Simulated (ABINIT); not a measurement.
Crystal: Ge.

```
Ge
1.0
     1.48805   -2.59469    0.00000
     1.48805    2.59469    0.00000
     0.00000    0.00000    4.72760
Ge
2
Direct
  0.33345 0.66655 0.25000
  0.66655 0.33345 0.75000
```

This isn't the form of Ge at room conditions, which is diamond.

- Program: ABINIT 10.8.3 (patched build)
- Task: relaxation of cell and atoms
- Functional: PBE
- Dispersion: D3(BJ)
- Potentials or basis: JTH PAW PBE v2.0
- Cutoff: 599 eV
- k mesh: 6 × 6 × 4
- Occupations: fermi-dirac, width 0.05 eV
- Spin: no spin polarisation

At the start: pressure 0.4 GPa; volume 18.25 Å³/atom.

**Question.** How do energy, volume and symmetry change on relaxing?

**Answer.** Over 4 steps the energy falls by 7.0 meV/atom and the volume is 18.35 Å³/atom (+0.5 %); space group P6_3/mmc (No. 194, to 0.05 Å).

Step by step:
```
step  energy change (eV)  largest force (eV/Å)  pressure (GPa)  volume (Å³)
   1              0.0000                0.0006            0.38        36.51
   2             -0.0041                0.0008            0.28        36.54
   3             -0.0130                0.0003            0.06        36.70
   4             -0.0139                0.0001            0.05        36.70
```

Final structure:
```
Ge
1.0
     1.47758   -2.56977    0.00000
     1.47758    2.56977    0.00000
     0.00000    0.00000    4.83257
Ge
2
Direct
  0.33343 0.66657 0.25000
  0.66657 0.33343 0.75000
```

Caveat: the k mesh is coarse (spacing up to 0.41 Å⁻¹), so the values aren't converged; the log and the count of SCF iterations are those of the last ABINIT call alone; pairwise dispersion overbinds metals, which lowers pressure and volume.
